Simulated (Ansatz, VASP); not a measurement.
# One calculation of Rb, two programs

```
CELL_PARAMETERS angstrom
-2.13186 2.13186 2.13186
2.13186 -2.13186 2.13186
2.13186 2.13186 -2.13186
ATOMIC_POSITIONS crystal
Rb 0.00000 0.00000 0.00000
```

Change from the starting cell: volume scaled by 0.5, LAPW.

Alike in both runs: task single point; functional LDA; k mesh 11 × 11 × 11; occupations fermi-dirac, width 0.05 eV; no spin polarisation.

```csv
,VASP,Ansatz
version,VASP 6.6.1,Ansatz 0.2.0
potentials or method,"VASP PAW LDA potentials, release 64 (Rb_sv), cutoff 520 eV","all-electron LAPW, scalar-relativistic"
```

```tsv
	VASP	Ansatz	Ansatz less VASP
pressure (GPa)	8.1	8.1	-0.01
```

Ansatz ran all-electron here, so the differences hold the error of VASP's frozen core and of both bases.
